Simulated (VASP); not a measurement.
Wanted: the native input for a VASP 6.6.1 run.

| Quantity | Value |
| --- | --- |
| Task | band structure |
| Functional | PBE |
| Potentials or basis | VASP PAW PBE potentials, release 64 (Ti_sv, Se) |
| Cutoff | 520 eV |
| k mesh | 8 × 8 × 4 |
| Occupations | gaussian, width 0.02 eV |
| Spin | non-collinear spin, zero start, spin-orbit coupling |
| Starting moments | [[0.0, 0.0, 0.0], [0.0, 0.0, 0.0], [0.0, 0.0, 0.0]] μB |
| Further INCAR settings | ALGO = Normal; EDIFF = 1e-06 |

The structure of TiSe2 lies in POSCAR:

```
TiSe2
1.0
    3.5360000000      0.0000000000      0.0000000000
   -1.7680000000      3.0622658278      0.0000000000
    0.0000000000      0.0000000000      6.0040000000
Ti Se
1 2
Direct
    0.0000000000      0.0000000000      0.0000000000
    0.3333333333      0.6666666667      0.2552000000
    0.6666666667      0.3333333333      0.7448000000
```

The input as run:

INCAR

```
ALGO     = Normal         # electronic algorithm
EDIFF    = 1E-6           # SCF threshold, eV
ENCUT    = 520            # plane-wave cutoff, eV
GGA      = PE             # functional
GGA_COMPAT= False        
ISIF     = 2              # what is computed and relaxed
ISMEAR   = 0              # smearing method
LASPH    = True           # aspherical terms in the spheres
LCHARG   = False          # write CHGCAR
LMAXMIX  = 4              # l up to which the mixer works
LORBIT   = 11             # projections on sites
LREAL    = False          # projectors in reciprocal space
LSORBIT  = True           # spin-orbit coupling
LWAVE    = False          # write WAVECAR
MAGMOM   = 0 0 0 0 0 0 0 0 0 # initial moments
NELM     = 80             # most SCF steps
PREC     = Accurate       # precision mode
SIGMA    = 0.02           # smearing width, eV
```

KPOINTS

```
k-points
0
Gamma
  8 8 4
```

KPOINTS_OPT

```
path GMKGALHA,LM,KH
20
line-mode
reciprocal
 0.0000000000  0.0000000000  0.0000000000  G
 0.5000000000  0.0000000000  0.0000000000  M

 0.5000000000  0.0000000000  0.0000000000  M
 0.3333333333  0.3333333333  0.0000000000  K

 0.3333333333  0.3333333333  0.0000000000  K
 0.0000000000  0.0000000000  0.0000000000  G

 0.0000000000  0.0000000000  0.0000000000  G
 0.0000000000  0.0000000000  0.5000000000  A

 0.0000000000  0.0000000000  0.5000000000  A
 0.5000000000  0.0000000000  0.5000000000  L

 0.5000000000  0.0000000000  0.5000000000  L
 0.3333333333  0.3333333333  0.5000000000  H

 0.3333333333  0.3333333333  0.5000000000  H
 0.0000000000  0.0000000000  0.5000000000  A

 0.5000000000  0.0000000000  0.5000000000  L
 0.5000000000  0.0000000000  0.0000000000  M

 0.3333333333  0.3333333333  0.0000000000  K
 0.3333333333  0.3333333333  0.5000000000  H
```

Potentials or basis: VASP PAW PBE potentials, release 64 (Ti_sv, Se).

Command:

```bash
$ cat potpaw_PBE.64/Ti_sv/POTCAR potpaw_PBE.64/Se/POTCAR > POTCAR
$ mpirun -np 1 vasp_ncl > vasp.out
```

Results of the run:

```yaml
Pressure: 1.5 GPa
Largest_force: 0.095 eV/Å
Net_moment: 0.00 μB per cell
Valence_electrons_inside_the_program's_atomic_spheres: Ti 10.18; Se 3.86
```

Caveat: this functional lacks dispersion, which binds the layers, so the pressure and a relaxed spacing across them are unreliable.

It took 5.3 min on 1 thread of Intel(R) Xeon(R) 6975P-C (Granite Rapids), with other jobs on the host, peak memory 0.44 GiB.
